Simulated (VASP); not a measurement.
# KTaO3 (Pm-3m) in VASP: a series of runs

One crystal, KTaO3, is run at these levels: LDA; tasks: single point, relaxation of cell and atoms.

Program: VASP 6.6.1. These are calculated values, not measurements. Logs are shortened: lines on timing, memory, paths and dates and some standing lists are left out, and cuts for length are marked.

### 1 Starting point

Symmetry: Pm-3m, No. 221, cubic system. Conventional cell: a = 3.952 Å, b = 3.952 Å, c = 3.952 Å, α = 90.00°, β = 90.00°, γ = 90.00°. Around K (site symmetry m-3m) lie 12 O at 2.79 Å. Ta (site symmetry m-3m) is surrounded by 6 O at 1.98 Å. O (site symmetry 4/mmm) is surrounded by 2 Ta at 1.98 Å.

The cell was built by a generator and isn't the measured one.

### 2 Single point, LDA

Input file INCAR:

```
SYSTEM = KTaO3
  PREC = Accurate
  ENCUT = 520
  EDIFF = 1E-6
  ISMEAR = 0
  SIGMA = 0.02
  LREAL = .FALSE.
  LASPH = .TRUE.
  NELM = 100
  ALGO = Fast
  ISIF = 2
  LWAVE = .FALSE.
  LCHARG = .TRUE.
  GGA = CA
  LELF = .TRUE.
  LVHAR = .TRUE.
  NBANDS = 27
```

Input file KPOINTS:

```
Automatic mesh
0
G
  8 8 8
  0 0 0
```

Input file POSCAR:

```
KTaO3
1.0
    3.9519808036      0.0000000000      0.0000000000
    0.0000000000      3.9519808036      0.0000000000
    0.0000000000      0.0000000000      3.9519808036
K Ta O
1 1 3
Direct
    0.0000000000      0.0000000000      0.0000000000
    0.5000000000      0.5000000000      0.5000000000
    0.5000000000      0.5000000000      0.0000000000
    0.5000000000      0.0000000000      0.5000000000
    0.0000000000      0.5000000000      0.5000000000
```

Potentials or basis: VASP PAW LDA potentials, release 64 (K_sv, Ta_pv, O).

Started as:

```
$ cat potpaw_LDA.64/K_sv/POTCAR potpaw_LDA.64/Ta_pv/POTCAR potpaw_LDA.64/O/POTCAR > POTCAR
$ mpirun -np 1 vasp_std > vasp.out
```

OUTCAR:

```text
SYSTEM = KTaO3
   PREC = Accurate
   ENCUT = 520
   EDIFF = 1E-6
   ISMEAR = 0
   LREAL = .FALSE.
   LASPH = .TRUE.
   NELM = 100
   ISIF = 2
   GGA = CA

 ion  position               nearest neighbor table
   1  0.000  0.000  0.000-   3 2.79   4 2.79   5 2.79   4 2.79   5 2.79   3 2.79   5 2.79   5 2.79
                             3 2.79   4 2.79   4 2.79   3 2.79   2 3.42   2 3.42   2 3.42   2 3.42
   2  0.500  0.500  0.500-   3 1.98   4 1.98   5 1.98   3 1.98   4 1.98   5 1.98   1 3.42   1 3.42
                             1 3.42   1 3.42   1 3.42   1 3.42   1 3.42   1 3.42
   3  0.500  0.500  0.000-   2 1.98   2 1.98   1 2.79   1 2.79   1 2.79   1 2.79
   4  0.500  0.000  0.500-   2 1.98   2 1.98   1 2.79   1 2.79   1 2.79   1 2.79
   5  0.000  0.500  0.500-   2 1.98   2 1.98   1 2.79   1 2.79   1 2.79   1 2.79

  LATTYP: Found a simple cubic cell.
 ALAT       =     3.9519808036

  Lattice vectors:

 A1 = (   3.9519808036,   0.0000000000,   0.0000000000)
 A2 = (   0.0000000000,   3.9519808036,   0.0000000000)
 A3 = (   0.0000000000,   0.0000000000,   3.9519808036)

Analysis of symmetry for initial positions (statically):
=====================================================================
 Subroutine PRICEL returns:
 Original cell was already a primitive cell.

 Routine SETGRP: Setting up the symmetry group for a
 simple cubic supercell.

 Subroutine GETGRP returns: Found 48 space group operations
 (whereof 48 operations were pure point group operations)
 out of a pool of 48 trial point group operations.

The static configuration has the point symmetry O_h .

Analysis of symmetry for dynamics (positions and initial velocities):
=====================================================================
 Subroutine PRICEL returns:
 Original cell was already a primitive cell.

 Routine SETGRP: Setting up the symmetry group for a
 simple cubic supercell.

 Subroutine GETGRP returns: Found 48 space group operations
 (whereof 48 operations were pure point group operations)
 out of a pool of 48 trial point group operations.

The dynamic configuration has the point symmetry O_h .

 Subroutine INISYM returns: Found 48 space group operations
 (whereof 48 operations are pure point group operations),
 and found     1 'primitive' translations

----------------------------------------------------------------------------------------

                                     Primitive cell

  volume of cell :      61.7226

[... 92 lines left out ...]
   ENCUT  =  520.0 eV  38.22 Ry    6.18 a.u.   7.35  7.35  7.35*2*pi/ulx,y,z
   NELM   =    100;   NELMIN=  2; NELMDL= -5     # of ELM steps
   EDIFF  = 0.1E-05   stopping-criterion for ELM
   LREAL  =      F    real-space projection
[... 7 lines left out ...]
   TEBEG  =    0.0;   TEEND  =   0.0 temperature during run
   PSTRESS=    0.0 pullay stress
   NELECT =      38.0000    total number of electrons
   NUPDOWN=      -1.0000    fix difference up-down
   EMIN   =  10.00;   EMAX   =-10.00  energy-range for DOS
   EFERMI =   0.00;   METHOD = LEGACY
   ISMEAR =     0;   SIGMA  =   0.02  broadening in eV -4-tet -1-fermi 0-gaus
   EFERMI_NEDOS =   21; number of points for ismear=-14 and -15
   IALGO  =     68    algorithm
   IMIX   =      4    mixing-type and parameters
     AMIX     =   0.40;   BMIX     =  1.00
     AMIX_MAG =   1.60;   BMIX_MAG =  1.00
  volume/ion in A,a.u.               =      12.34        83.30
  Fermi-wavevector in a.u.,A,eV,Ry     =   1.392690  2.631803 26.389672  1.939586
  Thomas-Fermi vector in A             =   2.516409
   LORBIT       =      0    0 simple, 1 ext, 2 COOP (PROOUT), +10 PAW based schemes
   GGA     = CA    functional components
   LHFCALC =     F    Hartree Fock is set to
   AEXX    =    0.0000 exact exchange contribution
   IVDW    =     0    specifies the selected vdW correction
   LEPSILON=     F    determine dielectric tensor
   LRPA    =     F    only Hartree local field effects (RPA)
 non-spin polarized calculation
 RMM-DIIS sequential band-by-band and
 Gauss-broadening in eV      SIGMA  =   0.02
  energy-cutoff  :      520.00
  volume of cell :       61.72
 maximum number of plane-waves:      1682
 NGX is ok and might be reduce to    30
   NGX = 15   NGY = 15   NGZ = 15

 number of electron      37.9999983 magnetization

 Free energy of the ion-electron system (eV)
  ---------------------------------------------------
  ext. energy  EPLUGINS =         0.00000000
  ---------------------------------------------------
  free energy    TOTEN  =       -45.05688974 eV

  energy without entropy =      -45.05688974  energy(sigma->0) =      -45.05688974

 E-fermi :   1.8803     XC(G=0): -11.5704

 val. band max:        1.7177777431   @ k =   0.5000   0.5000   0.5000
 cond. band min:       3.7929669207   @ k =   0.0000   0.0000   0.0000
 fundamental gap:      2.0751891776
 Fermi energy:         1.8803012181

 k-point     1 :       0.0000    0.0000    0.0000
  band No.  band energies     occupation
      1     -32.0760      2.00000
      2     -32.0760      2.00000
      3     -32.0760      2.00000
      4     -25.1382      2.00000
      5     -15.6409      2.00000
      6     -14.8951      2.00000
[... 709 lines left out ...]
     26      12.3715      0.00000
     27      12.5175      0.00000

 [... further k-points ...]

------------------------ aborting loop because EDIFF is reached ----------------------------------------

  FORCE on cell =-STRESS in cart. coord.  units (eV):
  Direction    XX          YY          ZZ          XY          YZ          ZX
  --------------------------------------------------------------------------------------
  -------------------------------------------------------------------------------------
  Total        0.5183310      0.5183310      0.5183310      0.0000000      0.0000000     -0.0000000
  in kB       13.4546776     13.4546776     13.4546776      0.0000000      0.0000000     -0.0000000
  external PRESSURE =      13.4546776 kB  Pullay stress =       0.0000000 kB

 VOLUME and BASIS-vectors are now :
 -----------------------------------------------------------------------------
  energy-cutoff  :      520.00
  volume of cell :       61.72
      direct lattice vectors                 reciprocal lattice vectors
     3.951980804  0.000000000  0.000000000     0.253037666  0.000000000  0.000000000
     0.000000000  3.951980804  0.000000000     0.000000000  0.253037666  0.000000000
     0.000000000  0.000000000  3.951980804     0.000000000  0.000000000  0.253037666

 POSITION                                       TOTAL-FORCE (eV/Angst)
 -----------------------------------------------------------------------------------
      0.00000      0.00000      0.00000         0.000000      0.000000      0.000000
      1.97599      1.97599      1.97599         0.000000      0.000000      0.000000
      1.97599      1.97599      0.00000         0.000000      0.000000      0.000000
      1.97599      0.00000      1.97599         0.000000      0.000000      0.000000
      0.00000      1.97599      1.97599         0.000000      0.000000      0.000000
 -----------------------------------------------------------------------------------
    total drift:                                0.000000      0.000000     -0.000000

  FREE ENERGIE OF THE ION-ELECTRON SYSTEM (eV)
  ---------------------------------------------------
  free  energy   TOTEN  =       -45.0568897438 eV

  energy  without entropy=      -45.0568897438  energy(sigma->0) =      -45.05688974
```

OSZICAR:

```text
N       E                     dE             d eps       ncg     rms          rms(c)
DAV:   1     0.331184203153E+03    0.33118E+03   -0.21338E+04  1890   0.145E+03
DAV:   2    -0.326413382358E+02   -0.36383E+03   -0.34915E+03  2160   0.415E+02
DAV:   3    -0.528001465682E+02   -0.20159E+02   -0.20045E+02  2430   0.941E+01
[... 14 lines left out ...]
RMM:  18    -0.450568829359E+02   -0.49409E-05   -0.37770E-05  2194   0.211E-02    0.655E-04
RMM:  19    -0.450568859854E+02   -0.30495E-05   -0.22543E-05  2016   0.158E-02    0.100E-03
RMM:  20    -0.450568878402E+02   -0.18548E-05   -0.13815E-05  1893   0.122E-02    0.907E-04
RMM:  21    -0.450568890137E+02   -0.11735E-05   -0.86710E-06  1691   0.942E-03    0.113E-03
RMM:  22    -0.450568897438E+02   -0.73016E-06   -0.55906E-06  1568   0.746E-03
   1 F= -.45056890E+02 E0= -.45056890E+02  d E =-.139753E-32
```

Run time: 61 s. Hardware: 1 thread of Intel Xeon Platinum 8559C (Emerald Rapids), shared host; peak memory 0.18 GiB.

Results:

```yaml
Free_energy: -45.0569 eV
Pressure: 1.3 GPa
Band_gap_on_the_k_mesh: 2.08 eV, indirect (least direct gap 2.69 eV)
```

Levels at points of the mesh, in eV from the valence-band top:
```tsv
k point	band 15	band 16	band 17	band 18	band 19	band 20	band 21	band 22	band 23	band 24
(0.00, 0.00, 0.00)	-1.12	-1.12	-0.61	-0.61	-0.61	2.08	2.08	2.08	6.60	7.08
(0.50, 0.00, 0.00)	-2.35	-2.25	-1.64	-0.85	-0.85	2.25	5.12	5.12	7.13	8.78
(0.50, 0.50, 0.00)	-3.01	-1.59	-1.48	-1.48	-0.04	5.16	5.16	6.48	8.01	10.05
(0.50, 0.50, 0.50)	-4.04	-4.04	0.00	0.00	0.00	6.65	6.65	6.65	8.80	8.80
```

Caveat: spin-orbit coupling is left out, which moves the levels of the heavy elements.

### 3 Relaxation of cell and atoms, LDA

This run uses another cell than the first one, of 12.75 Å³/atom, 1.033 times its volume.

Input file INCAR:

```
SYSTEM = KTaO3
PREC = Accurate
ENCUT = 600
EDIFF = 1E-6
ISMEAR = 0
SIGMA = 0.02
LREAL = .FALSE.
LASPH = .TRUE.
NELM = 100
ALGO = Fast
ISIF = 3
LWAVE = .FALSE.
LCHARG = .FALSE.
GGA = CA
IBRION = 2
NSW = 100
EDIFFG = -0.002
```

KPOINTS is that of step 2.

Edit POSCAR of step 2 so:

```diff
@@ -2,5 +2,5 @@
 1.0
-    3.9519808036      0.0000000000      0.0000000000
-    0.0000000000      3.9519808036      0.0000000000
-    0.0000000000      0.0000000000      3.9519808036
+    3.9948813700      0.0000000000      0.0000000000
+    0.0000000000      3.9948813700      0.0000000000
+    0.0000000000      0.0000000000      3.9948813700
 K Ta O
```

Potentials or basis: VASP PAW LDA potentials, release 64 (K_sv, Ta_pv, O).

Started as:

```
$ cat potpaw_LDA.64/K_sv/POTCAR potpaw_LDA.64/Ta_pv/POTCAR potpaw_LDA.64/O/POTCAR > POTCAR
$ mpirun -np 1 vasp_std > vasp.out
```

Wall time 2.2 min (1 thread of Intel Xeon Platinum 8559C (Emerald Rapids), shared host); peak memory 0.21 GiB.

Results (log left out):

| Quantity | Value |
| --- | --- |
| Free energy | -45.0715 eV |
| Relaxed volume | 12.41 Å³/atom |
| Relaxed cell | a = 3.959 Å, b = 3.959 Å, c = 3.959 Å, α = 90.00°, β = 90.00°, γ = 90.00° |
| Space group after relaxing (to 0.05 Å) | Pm-3m (No. 221) |
| Energy gained by relaxing | 6.2 meV/atom |
| Ionic steps | 6 |
| Pressure after relaxing | 0.0 GPa |
| Band gap on the k mesh | 2.07 eV, indirect (least direct gap 2.68 eV) |

The path:
| step | energy change (eV) | largest force (eV/Å) | pressure (GPa) | volume (Å³) |
| --- | --- | --- | --- | --- |
| 1 | 0.0000 | 0.0000 | -5.59 | 63.75 |
| 2 | 0.0315 | 0.0000 | 8.97 | 59.73 |
| 3 | -0.0308 | 0.0000 | -0.06 | 62.05 |
| 4 | -0.0308 | 0.0000 | 0.06 | 62.02 |
| 5 | -0.0308 | 0.0000 | -0.06 | 62.05 |
| 6 | -0.0308 | 0.0000 | 0.00 | 62.04 |

Final structure:
```xyz
5
Lattice="3.9587 0.0000 0.0000 0.0000 3.9587 0.0000 0.0000 0.0000 3.9587" Properties=species:S:1:pos:R:3 pbc="T T T"
K     0.0000    0.0000    0.0000
Ta    1.9793    1.9793    1.9793
O     1.9793    1.9793    0.0000
O     1.9793    0.0000    1.9793
O     0.0000    1.9793    1.9793
```

Levels at points of the mesh, in eV from the valence-band top:
```
           k point  band 15  band 16  band 17  band 18  band 19  band 20  band 21  band 22  band 23
(0.00, 0.00, 0.00)    -1.11    -1.11    -0.61    -0.61    -0.61     2.07     2.07     2.07     6.56
(0.50, 0.00, 0.00)    -2.35    -2.24    -1.62    -0.85    -0.85     2.24     5.08     5.08     7.07
(0.50, 0.50, 0.00)    -2.99    -1.60    -1.48    -1.48    -0.04     5.13     5.13     6.44     7.95
(0.50, 0.50, 0.50)    -4.02    -4.02     0.00     0.00     0.00     6.60     6.60     6.60     8.79
```

Caveat: spin-orbit coupling is left out, which moves the levels of the heavy elements. Expect the measured gap to be larger: semilocal functionals such as LDA lack the derivative discontinuity.

### 4 Single point, LDA

Input file INCAR:

```
SYSTEM = KTaO3
PREC     = Accurate       ! precision mode
ENCUT    = 520            ! plane-wave cutoff, eV
EDIFF    = 1E-6           ! SCF threshold, eV
ISMEAR   = 0              ! smearing method
SIGMA    = 0.02           ! smearing width, eV
LREAL    = .FALSE.        ! projectors in reciprocal space
LASPH    = .TRUE.         ! aspherical terms in the spheres
NELM     = 100            ! most SCF steps
ALGO     = Fast           ! electronic algorithm
ISIF     = 2              ! what is computed and relaxed
LWAVE    = .FALSE.        ! write WAVECAR
LCHARG   = .TRUE.         ! write CHGCAR
GGA      = CA             ! functional
LELF     = .TRUE.         ! ELF
LVHAR    = .TRUE.       
NBANDS   = 27             ! bands
```

Input file KPOINTS:

```
regular mesh
0
G
  8 8 8
  0 0 0
```

Edit POSCAR of step 3 so:

```diff
@@ -2,5 +2,5 @@
 1.0
-    3.9948813700      0.0000000000      0.0000000000
-    0.0000000000      3.9948813700      0.0000000000
-    0.0000000000      0.0000000000      3.9948813700
+    3.9519808036      0.0000000000      0.0000000000
+    0.0000000000      3.9519808036      0.0000000000
+    0.0000000000      0.0000000000      3.9519808036
 K Ta O
```

Started as:

```
$ cat potpaw_LDA.64/K_sv/POTCAR potpaw_LDA.64/Ta_pv/POTCAR potpaw_LDA.64/O/POTCAR > POTCAR
$ mpirun -np 1 vasp_std > vasp.out
```

It took 60 s on 1 thread of Intel Xeon Platinum 8559C (Emerald Rapids), shared host; peak memory 0.18 GiB.

Results (log left out):

| Quantity | Value |
| --- | --- |
| Free energy | -45.0569 eV |
| Pressure | 1.3 GPa |
| Band gap on the k mesh | 2.08 eV, indirect (least direct gap 2.69 eV) |

Levels at points of the mesh, in eV from the valence-band top:
| k point | band 15 | band 16 | band 17 | band 18 | band 19 | band 20 | band 21 | band 22 | band 23 | band 24 |
| --- | --- | --- | --- | --- | --- | --- | --- | --- | --- | --- |
| (0.00, 0.00, 0.00) | -1.12 | -1.12 | -0.61 | -0.61 | -0.61 | 2.08 | 2.08 | 2.08 | 6.60 | 7.08 |
| (0.50, 0.00, 0.00) | -2.35 | -2.25 | -1.64 | -0.85 | -0.85 | 2.25 | 5.12 | 5.12 | 7.13 | 8.78 |
| (0.50, 0.50, 0.00) | -3.01 | -1.59 | -1.48 | -1.48 | -0.04 | 5.16 | 5.16 | 6.48 | 8.01 | 10.05 |
| (0.50, 0.50, 0.50) | -4.04 | -4.04 | 0.00 | 0.00 | 0.00 | 6.65 | 6.65 | 6.65 | 8.80 | 8.80 |

Caveat: spin-orbit coupling is left out, which moves the levels of the heavy elements. A k mesh can miss the band edges.
